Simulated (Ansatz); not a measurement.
**PbF2: further runs on the relaxed cell**

This session takes PbF2 and sets out to relax it again with other functionals.

Computed with Ansatz 0.2.0 (DFT PBE, scalar-relativistic, plane waves, PAW, unless a step's input says otherwise).

1 further run of the same task is left out (set aside as unsound or not needed).

### 1 The starting structure

The structure is orthorhombic, space group Pnma (No. 62). The conventional cell has a = 6.577 Å, b = 3.951 Å, c = 7.829 Å, α = 90.00°, β = 90.00°, γ = 90.00°. Pb (site symmetry m) has 7 F at 2.42 to 2.68 Å as nearest neighbours. F (site symmetry m) is surrounded by 4 Pb at 2.49 to 2.68 Å. F (site symmetry m) has 3 Pb at 2.42 to 2.63 Å as nearest neighbours.

Structure file:

```
CELL_PARAMETERS angstrom
6.57737 0.00000 0.00000
0.00000 3.95077 0.00000
0.00000 0.00000 7.82928
ATOMIC_POSITIONS crystal
Pb 0.74235 0.75000 0.09647
Pb 0.25765 0.25000 0.90353
Pb 0.75765 0.25000 0.59647
Pb 0.24235 0.75000 0.40353
F 0.14159 0.75000 0.07148
F 0.85841 0.25000 0.92852
F 0.35841 0.25000 0.57148
F 0.64159 0.75000 0.42852
F 0.51594 0.75000 0.85361
F 0.48406 0.25000 0.14639
F 0.98406 0.25000 0.35361
F 0.01594 0.75000 0.64639
```

It is the result of an earlier relaxation at this level (volume 16.95 Å³/atom; gap on the mesh: 4.43 eV).

### 2 The cell under PBEsol

Contents of input.yaml:

```yaml
crystal:
  lattice:
    - [6.5773668718, 0.0, 0.0]
    - [0.0, 3.9507659086, 0.0]
    - [0.0, 0.0, 7.8292825714]
  atoms:
    - { symbol: Pb, position: [0.7423482461, 0.75, 0.0964741912] }
    - { symbol: Pb, position: [0.2576517539, 0.25, 0.9035258088] }
    - { symbol: Pb, position: [0.7576517539, 0.25, 0.5964741912] }
    - { symbol: Pb, position: [0.2423482461, 0.75, 0.4035258088] }
    - { symbol: F, position: [0.1415867985, 0.75, 0.0714788172] }
    - { symbol: F, position: [0.8584132015, 0.25, 0.9285211828] }
    - { symbol: F, position: [0.3584132015, 0.25, 0.5714788172] }
    - { symbol: F, position: [0.6415867985, 0.75, 0.4285211828] }
    - { symbol: F, position: [0.5159444663, 0.75, 0.8536056561] }
    - { symbol: F, position: [0.4840555337, 0.25, 0.1463943439] }
    - { symbol: F, position: [0.9840555337, 0.25, 0.3536056561] }
    - { symbol: F, position: [0.0159444663, 0.75, 0.6463943439] }
basis:
  ecutwfc: 420
kpoints:
  mp_grid: { grid: [4, 6, 4] }
hamiltonian:
  xc: pbesol
scf:
  occupations: { method: gaussian, width: 0.02 }
output:
  forces: true
  stress: true
  eigenvalues: true
relax:
  adjacent_minimum: "off"
  f_tol: 0.005
  max_steps: 50
  cell: { stress_tol: 0.05 }
```

Run with:

```console
> ansatz run input.yaml --threads 4 --pin off --max-ram 10240MiB --backend cpu --events-out ev --progress --plain --runs-dir out
```

### 3 Relaxing with PBE+D3(BJ)

Changes to input.yaml since step 2:

```diff
@@ -23,3 +23,4 @@
 hamiltonian:
-  xc: pbesol
+  xc: pbe
+  dispersion: d3bj
 scf:
```

### 4 The cell under LDA

Changes to input.yaml since step 3:

```diff
@@ -23,4 +23,3 @@
 hamiltonian:
-  xc: pbe
-  dispersion: d3bj
+  xc: lda
 scf:
```

### 5 Relaxing with r2SCAN

Changes to input.yaml since step 4:

```diff
@@ -19,3 +19,3 @@
 basis:
-  ecutwfc: 420
+  ecutwfc: 500
 kpoints:
@@ -23,3 +23,3 @@
 hamiltonian:
-  xc: lda
+  xc: r2scan
 scf:
@@ -30,2 +30,6 @@
   eigenvalues: true
+  write_density: true
+  write_potential: true
+  elf: true
+  volumetric_format: npy
 relax:
```

(Steps that only read results are left out.)

Q: Predict the outcome of this session.

The runs gave:

The volumes rise in the order LDA, PBEsol, r2SCAN, PBE+D3(BJ), PBE, over 13.7 %. r2SCAN comes nearest to the reported cell (+0.3 %). These runs have no spin-orbit coupling; with Pb it would split and shift bands. The log warns that the dispersion term switches its coefficients with the atoms' coordination near these geometries, so kinks or extra dips may come from it and not from the bonding.
